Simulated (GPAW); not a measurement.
Runs of GPAW 26.7.0 on BaZrO3. Symmetry: Pm-3m, No. 221, cubic system. The conventional cell has a = 4.191 Å, b = 4.191 Å, c = 4.191 Å, α = 90.00°, β = 90.00°, γ = 90.00°. Ba (site symmetry m-3m) has 12 O at 2.96 Å as nearest neighbours. Zr (site symmetry m-3m) has 6 O at 2.10 Å as nearest neighbours. O (site symmetry 4/mmm) has 2 Zr at 2.10 Å as nearest neighbours. 

| task | level | U | cell | band path | band points | ranks | gap on the mesh (eV) | pressure (GPa) |
| --- | --- | --- | --- | --- | --- | --- | --- | --- |
| band structure | PBEsol+U | Zr d U = 4 eV | as given | GXMGRX,MR | 100 | - | (a) | 2.2 |
| band structure | PBEsol | - | as given | GXMGRX,MR | 100 | - | (b) | -1.5 |
| single point | PBEsol | - | atoms moved at random, drawn with an rms of 0.05 Å | - | - | 4 | 3.14 | -1.4 |
| band structure | PBEsol+U | Zr d U = 3 eV | as given | GXMGRX,MR | 100 | - | (c) | 1.2 |
| band structure | PBEsol+U | Zr d U = 1 eV | as given | GXMGRX,MR | 100 | - | 3.31 | -0.7 |

Alike in all rows: potentials or basis PAW data sets generated in the run's folder for this functional, pw; no spin polarisation; k mesh 6 × 6 × 6; cutoff (eV) 800; smearing fermi-dirac 0.05 eV.

Q: Estimate the missing entries.

A: (a) 3.90; (b) 3.11; (c) 3.70.

Caveats: spin-orbit coupling is left out, which moves the levels of the heavy elements.

A k mesh can miss the band edges, and the runs leave out spin-orbit coupling on Ba, Zr.
